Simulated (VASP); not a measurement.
# CdTe (F-43m) in VASP: further runs

The runs below take CdTe through single point, with LDA.

Everything below comes from runs of VASP 6.6.1. Logs are shortened: lines on timing, memory, paths and dates and some standing lists are left out, and cuts for length are marked.

### 1 The undisturbed crystal

Symmetry: F-43m, No. 216, cubic system. Conventional cell: a = 6.410 Å, b = 6.410 Å, c = 6.410 Å, α = 90.00°, β = 90.00°, γ = 90.00°. Te (site symmetry -43m) is surrounded by 4 Cd at 2.78 Å. Cd (site symmetry -43m) has 4 Te at 2.78 Å as nearest neighbours.

### 2 Single point, LDA (grid = ENCUT=400 dk=1.6 cell=3x3x3 ISMEAR=0 SIGMA=0.05 LREAL=Auto EDIFF=1e-06)

The input, INCAR:

```
SYSTEM = CdTe
ALGO     = Fast           ! electronic algorithm
EDIFF    = 1E-6           ! SCF threshold, eV
ENCUT    = 400            ! plane-wave cutoff, eV
GGA      = CA             ! functional
ISIF     = 2              ! what is computed and relaxed
ISMEAR   = 0              ! smearing method
KPAR     = 1            
LASPH    = .True.         ! aspherical terms in the spheres
LCHARG   = .False.        ! write CHGCAR
LREAL    = Auto         
LWAVE    = .False.        ! write WAVECAR
NBANDS   = 261            ! bands
NCORE    = 2            
NELM     = 120            ! most SCF steps
PREC     = Accurate       ! precision mode
SIGMA    = 0.05           ! smearing width, eV
```

The input, KPOINTS:

```
k-points
0
Gamma
  1 1 1
  0 0 0
```

The input, POSCAR:

```
CdTe
1.0
    0.0000000000      9.6150000000      9.6150000000
    9.6150000000      0.0000000000      9.6150000000
    9.6150000000      9.6150000000      0.0000000000
Te Cd
27 27
Direct
    0.2500000000      0.2500000000      0.2500000000
    0.2500000000      0.2500000000      0.5833333333
    0.2500000000      0.2500000000      0.9166666667
    0.2500000000      0.5833333333      0.2500000000
    0.2500000000      0.5833333333      0.5833333333
    0.2500000000      0.5833333333      0.9166666667
    0.2500000000      0.9166666667      0.2500000000
    0.2500000000      0.9166666667      0.5833333333
    0.2500000000      0.9166666667      0.9166666667
    0.5833333333      0.2500000000      0.2500000000
    0.5833333333      0.2500000000      0.5833333333
    0.5833333333      0.2500000000      0.9166666667
    0.5833333333      0.5833333333      0.2500000000
    0.5833333333      0.5833333333      0.5833333333
    0.5833333333      0.5833333333      0.9166666667
    0.5833333333      0.9166666667      0.2500000000
    0.5833333333      0.9166666667      0.5833333333
    0.5833333333      0.9166666667      0.9166666667
    0.9166666667      0.2500000000      0.2500000000
    0.9166666667      0.2500000000      0.5833333333
    0.9166666667      0.2500000000      0.9166666667
    0.9166666667      0.5833333333      0.2500000000
    0.9166666667      0.5833333333      0.5833333333
    0.9166666667      0.5833333333      0.9166666667
    0.9166666667      0.9166666667      0.2500000000
    0.9166666667      0.9166666667      0.5833333333
    0.9166666667      0.9166666667      0.9166666667
    0.0000000000      0.0000000000      0.0000000000
    0.0000000000      0.0000000000      0.3333333333
    0.0000000000      0.0000000000      0.6666666667
    0.0000000000      0.3333333333      0.0000000000
    0.0000000000      0.3333333333      0.3333333333
    0.0000000000      0.3333333333      0.6666666667
    0.0000000000      0.6666666667      0.0000000000
    0.0000000000      0.6666666667      0.3333333333
    0.0000000000      0.6666666667      0.6666666667
    0.3333333333      0.0000000000      0.0000000000
    0.3333333333      0.0000000000      0.3333333333
    0.3333333333      0.0000000000      0.6666666667
    0.3333333333      0.3333333333      0.0000000000
    0.3333333333      0.3333333333      0.3333333333
    0.3333333333      0.3333333333      0.6666666667
    0.3333333333      0.6666666667      0.0000000000
    0.3333333333      0.6666666667      0.3333333333
    0.3333333333      0.6666666667      0.6666666667
    0.6666666667      0.0000000000      0.0000000000
    0.6666666667      0.0000000000      0.3333333333
    0.6666666667      0.0000000000      0.6666666667
    0.6666666667      0.3333333333      0.0000000000
    0.6666666667      0.3333333333      0.3333333333
    0.6666666667      0.3333333333      0.6666666667
    0.6666666667      0.6666666667      0.0000000000
    0.6666666667      0.6666666667      0.3333333333
    0.6666666667      0.6666666667      0.6666666667
```

Potentials or basis: VASP PAW LDA potentials, release 64 (Te, Cd).

On the command line:

```
$ cat potpaw_LDA.64/Te/POTCAR potpaw_LDA.64/Cd/POTCAR > POTCAR
$ mpirun -np 4 vasp_std > vasp.out
```

OUTCAR:

```text
SYSTEM = CdTe
   EDIFF = 1E-6
   ENCUT = 400
   GGA = CA
   ISIF = 2
   ISMEAR = 0
   LASPH = .True.
   LREAL = Auto
   NELM = 120
   PREC = Accurate

 Found      1 irreducible k-points:

 Following reciprocal coordinates:
            Coordinates               Weight
  0.000000  0.000000  0.000000      1.000000
   k-points           NKPTS =      1   k-points in BZ     NKDIM =      1   number of bands    NBANDS=    262
   number of dos      NEDOS =    301   number of ions     NIONS =     54
   total plane-waves  NPLWV = 729000
   dimension x,y,z NGX =    90 NGY =   90 NGZ =   90
   dimension x,y,z NGXF=   180 NGYF=  180 NGZF=  180
   ions per type =              27  27
   NGX,Y,Z   is equivalent  to a cutoff of  11.00, 11.00, 11.00 a.u.
   NGXF,Y,Z  is equivalent  to a cutoff of  22.01, 22.01, 22.01 a.u.
 SYSTEM =  CdTe
   PREC   = accura    normal or accurate (medium, high low for compatibility)
   ISTART =      0    job   : 0-new  1-cont  2-samecut
   ICHARG =      2    charge: 1-file 2-atom 10-const
   ISPIN  =      1    spin polarized calculation?
   LNONCOLLINEAR =      F non collinear calculations
   LSORBIT =      F    spin-orbit coupling
   LASPH  =      T    aspherical Exc in radial PAW
   ENCUT  =  400.0 eV  29.40 Ry    5.42 a.u.  22.17 22.17 22.17*2*pi/ulx,y,z
   NELM   =    120;   NELMIN=  2; NELMDL= -5     # of ELM steps
   EDIFF  = 0.1E-05   stopping-criterion for ELM
   LREAL  =      T    real-space projection
   EDIFFG = 0.1E-04   stopping-criterion for IOM
   NSW    =      0    number of steps for IOM
   IBRION =     -1    ionic relax: 0-MD 1-quasi-New 2-CG
   NFREE  =      0    steps in history (QN), initial steepest desc. (CG)
   ISIF   =      2    stress and relaxation
   ISYM   =      2    0-nonsym 1-usesym 2-fastsym
   POTIM  = 0.5000    time-step for ionic-motion
   TEBEG  =    0.0;   TEEND  =   0.0 temperature during run
   PSTRESS=    0.0 pullay stress
   NELECT =     486.0000    total number of electrons
   NUPDOWN=      -1.0000    fix difference up-down
   EMIN   =  10.00;   EMAX   =-10.00  energy-range for DOS
   EFERMI =   0.00;   METHOD = LEGACY
   ISMEAR =     0;   SIGMA  =   0.05  broadening in eV -4-tet -1-fermi 0-gaus
   EFERMI_NEDOS =   21; number of points for ismear=-14 and -15
   IALGO  =     68    algorithm
   IMIX   =      4    mixing-type and parameters
     AMIX     =   0.40;   BMIX     =  1.00
     AMIX_MAG =   1.60;   BMIX_MAG =  1.00
  volume/ion in A,a.u.               =      32.92       222.17
  Fermi-wavevector in a.u.,A,eV,Ry     =   1.062497  2.007828 15.359610  1.128899
  Thomas-Fermi vector in A             =   2.197950
   LORBIT       =      0    0 simple, 1 ext, 2 COOP (PROOUT), +10 PAW based schemes
   GGA     = CA    functional components
   LHFCALC =     F    Hartree Fock is set to
   AEXX    =    0.0000 exact exchange contribution
   IVDW    =     0    specifies the selected vdW correction
   LEPSILON=     F    determine dielectric tensor
   LRPA    =     F    only Hartree local field effects (RPA)
 non-spin polarized calculation
 RMM-DIIS sequential band-by-band and
 Gauss-broadening in eV      SIGMA  =   0.05
  energy-cutoff  :      400.00
  volume of cell :     1777.78
 maximum number of plane-waves:     32311
 NGX is ok and might be reduce to    90
   NGX = 45   NGY = 45   NGZ = 45

 number of electron     486.0000294 magnetization

 Free energy of the ion-electron system (eV)
  ---------------------------------------------------
  ext. energy  EPLUGINS =         0.00000000
  ---------------------------------------------------
  free energy    TOTEN  =      -155.66516018 eV

  energy without entropy =     -155.66516018  energy(sigma->0) =     -155.66516018

 E-fermi :   2.8040     XC(G=0):  -9.0642

 val. band max:        2.5550585813   @ k =   0.0000   0.0000   0.0000
 cond. band min:       3.1537213679   @ k =   0.0000   0.0000   0.0000
 fundamental gap:      0.5986627866
 Fermi energy:         2.8039536495

 k-point     1 :       0.0000    0.0000    0.0000
  band No.  band energies     occupation
      1      -8.8700      2.00000
      2      -8.5402      2.00000
      3      -8.5402      2.00000
      4      -8.5402      2.00000
      5      -8.5402      2.00000
      6      -8.5402      2.00000
[... 247 lines left out ...]
    254       5.0401      0.00000
    255       5.0401      0.00000
 [bands above 255 left out]

------------------------ aborting loop because EDIFF is reached ----------------------------------------

  FORCE on cell =-STRESS in cart. coord.  units (eV):
  Direction    XX          YY          ZZ          XY          YZ          ZX
  --------------------------------------------------------------------------------------
  -------------------------------------------------------------------------------------
  Total        8.7239980      8.7239980      8.7239980     -0.0000000      0.0000000      0.0000000
  in kB        7.8622759      7.8622759      7.8622759     -0.0000000      0.0000000      0.0000000
  external PRESSURE =       7.8622759 kB  Pullay stress =       0.0000000 kB

 VOLUME and BASIS-vectors are now :
 -----------------------------------------------------------------------------
  energy-cutoff  :      400.00
  volume of cell :     1777.78
      direct lattice vectors                 reciprocal lattice vectors
     0.000000000  9.615000000  9.615000000    -0.052002080  0.052002080  0.052002080
     9.615000000  0.000000000  9.615000000     0.052002080 -0.052002080  0.052002080
     9.615000000  9.615000000  0.000000000     0.052002080  0.052002080 -0.052002080

 POSITION                                       TOTAL-FORCE (eV/Angst)
 -----------------------------------------------------------------------------------
      4.80750      4.80750      4.80750         0.000000      0.000000     -0.000000
      8.01250      8.01250      4.80750         0.000000      0.000000     -0.000000
     11.21750     11.21750      4.80750         0.000000      0.000000      0.000000
      8.01250      4.80750      8.01250        -0.000000      0.000000      0.000000
     11.21750      8.01250      8.01250         0.000000      0.000000      0.000000
     14.42250     11.21750      8.01250         0.000000      0.000000      0.000000
[... 46 lines left out ...]
      9.61500      9.61500     12.82000        -0.000000     -0.000000     -0.000000
     12.82000     12.82000     12.82000        -0.000000     -0.000000     -0.000000
 -----------------------------------------------------------------------------------
    total drift:                               -0.000014     -0.000014     -0.000012

  FREE ENERGIE OF THE ION-ELECTRON SYSTEM (eV)
  ---------------------------------------------------
  free  energy   TOTEN  =      -155.6651601826 eV

  energy  without entropy=     -155.6651601826  energy(sigma->0) =     -155.66516018
```

It took 3 min on 4 MPI ranks of Intel Xeon 6975P-C (Granite Rapids), shared host; peak memory 0.45 GiB.

These settings aren't checked as converged: the numbers below hold their error.

What came out:

```
Free energy            : -155.6652 eV
Pressure               : 0.8 GPa
Band gap on the k mesh : 0.60 eV
```

Caveat: the k mesh is coarse (spacing up to 0.57 Å⁻¹), so the values aren't converged; spin-orbit coupling is left out, which moves the levels of the heavy elements; an odd mesh through Γ misses points on the zone boundary, where band edges often lie.

### 3 Single point, LDA (grid = ENCUT=400 dk=0.35 cell=3x3x2 ISMEAR=0 SIGMA=0.05 LREAL=Auto EDIFF=1e-06)

The input, INCAR:

```
ALGO     = Fast           # electronic algorithm
EDIFF    = 1E-6           # SCF threshold, eV
ENCUT    = 400            # plane-wave cutoff, eV
ISIF     = 2              # what is computed and relaxed
ISMEAR   = 0              # smearing method
KPAR     = 2            
LASPH    = True           # aspherical terms in the spheres
LCHARG   = False          # write CHGCAR
LREAL    = Auto         
LWAVE    = False          # write WAVECAR
NBANDS   = 174            # bands
NCORE    = 1            
NELM     = 120            # most SCF steps
PREC     = Accurate       # precision mode
SIGMA    = 0.05           # smearing width, eV
```

The input, KPOINTS:

```
k-points
0
Gamma
  2 2 3
```

The input, POSCAR:

```
CdTe
1.0
    0.0000000000      9.6150000000      9.6150000000
    9.6150000000      0.0000000000      9.6150000000
    6.4100000000      6.4100000000      0.0000000000
Cd Te
18 18
Direct
    0.2500000000      0.2500000000      0.3750000000
    0.0000000000      0.0000000000      0.0000000000
    0.0000000000      0.0000000000      0.5000000000
    0.0000000000      0.3333333333      0.0000000000
    0.0000000000      0.3333333333      0.5000000000
    0.0000000000      0.6666666667      0.0000000000
    0.0000000000      0.6666666667      0.5000000000
    0.3333333333      0.0000000000      0.0000000000
    0.3333333333      0.0000000000      0.5000000000
    0.3333333333      0.3333333333      0.0000000000
    0.3333333333      0.6666666667      0.0000000000
    0.3333333333      0.6666666667      0.5000000000
    0.6666666667      0.0000000000      0.0000000000
    0.6666666667      0.0000000000      0.5000000000
    0.6666666667      0.3333333333      0.0000000000
    0.6666666667      0.3333333333      0.5000000000
    0.6666666667      0.6666666667      0.0000000000
    0.6666666667      0.6666666667      0.5000000000
    0.2500000000      0.2500000000      0.8750000000
    0.2500000000      0.5833333333      0.3750000000
    0.2500000000      0.5833333333      0.8750000000
    0.2500000000      0.9166666667      0.3750000000
    0.2500000000      0.9166666667      0.8750000000
    0.5833333333      0.2500000000      0.3750000000
    0.5833333333      0.2500000000      0.8750000000
    0.5833333333      0.5833333333      0.3750000000
    0.5833333333      0.5833333333      0.8750000000
    0.5833333333      0.9166666667      0.3750000000
    0.5833333333      0.9166666667      0.8750000000
    0.9166666667      0.2500000000      0.3750000000
    0.9166666667      0.2500000000      0.8750000000
    0.9166666667      0.5833333333      0.3750000000
    0.9166666667      0.5833333333      0.8750000000
    0.9166666667      0.9166666667      0.3750000000
    0.9166666667      0.9166666667      0.8750000000
    0.3333333333      0.3333333333      0.5000000000
```

Potentials or basis: VASP PAW LDA potentials, release 64 (Cd, Te).

On the command line:

```
$ cat potpaw_LDA.64/Cd/POTCAR potpaw_LDA.64/Te/POTCAR > POTCAR
$ mpirun -np 4 vasp_std > vasp.out
```

It took 8.2 min on 4 MPI ranks of Intel Xeon Platinum 8488C (Sapphire Rapids), shared host; peak memory 0.66 GiB.

The run converged, but some of its settings lie outside the range that counts as converged, so its numbers aren't taken as properties of the crystal.

What came out:

```yaml
Free_energy: -103.9000 eV
Pressure: 0.6 GPa
Largest_force: 1.556 eV/Å
Band_gap_on_the_k_mesh: none (metal or under the smearing width)
```

### 4 Single point, LDA (grid = ENCUT=400 dk=0.9 cell=3x3x2 ISMEAR=0 SIGMA=0.05 LREAL=Auto EDIFF=1e-06)

Changes to INCAR since step 3:

```diff
@@ -5,3 +5,3 @@
 ISMEAR   = 0              # smearing method
-KPAR     = 2            
+KPAR     = 1            
 LASPH    = True           # aspherical terms in the spheres
@@ -11,3 +11,3 @@
 NBANDS   = 174            # bands
-NCORE    = 1            
+NCORE    = 2            
 NELM     = 120            # most SCF steps
```

The input, KPOINTS:

```
k-points
0
Gamma
  1 1 1
```

POSCAR is that of step 3.

On the command line:

```
$ cat potpaw_LDA.64/Cd/POTCAR potpaw_LDA.64/Te/POTCAR > POTCAR
$ mpirun -np 4 vasp_std > vasp.out
```

Run time: 1.8 min. Hardware: 4 MPI ranks of Intel Xeon Platinum 8488C (Sapphire Rapids), shared host; peak memory 0.32 GiB.

The run converged, but some of its settings lie outside the range that counts as converged, so its numbers aren't taken as properties of the crystal.

Results:

```
Free energy            : -97.4520 eV
Pressure               : 2.2 GPa
Largest force          : 1.638 eV/Å
Band gap on the k mesh : 0.02 eV, direct
```

Caveat: spin-orbit coupling is left out, which moves the levels of the heavy elements.

### 5 Single point, LDA (grid = ENCUT=280 dk=0.45 cell=3x3x2 ISMEAR=0 SIGMA=0.05 LREAL=Auto EDIFF=1e-06)

The input, INCAR:

```
ALGO     = Fast           # electronic algorithm
EDIFF    = 1E-6           # SCF threshold, eV
ENCUT    = 280            # plane-wave cutoff, eV
ISIF     = 2              # what is computed and relaxed
ISMEAR   = 0              # smearing method
KPAR     = 2            
LASPH    = True           # aspherical terms in the spheres
LCHARG   = False          # write CHGCAR
LREAL    = Auto         
LWAVE    = False          # write WAVECAR
NBANDS   = 174            # bands
NCORE    = 1            
NELM     = 120            # most SCF steps
PREC     = Accurate       # precision mode
SIGMA    = 0.05           # smearing width, eV
```

The input, KPOINTS:

```
k-points
0
Gamma
  2 2 2
```

POSCAR is that of step 4.

On the command line:

```
$ cat potpaw_LDA.64/Cd/POTCAR potpaw_LDA.64/Te/POTCAR > POTCAR
$ mpirun -np 4 vasp_std > vasp.out
```

Run time: 5.1 min. Hardware: 4 MPI ranks of Intel Xeon Platinum 8488C (Sapphire Rapids), shared host; peak memory 0.46 GiB.

These settings aren't checked as converged: the numbers below hold their error.

Results:

```
Free energy            : -103.7186 eV
Largest force          : 1.638 eV/Å
Band gap on the k mesh : none (metal or under the smearing width)
```

Caveat: the k mesh is coarse (spacing up to 0.42 Å⁻¹), so the values aren't converged; the cutoff is under 1.25 times the usual one of these potentials, so pressure, stress and relaxed cells hold a basis-set (Pulay) error.
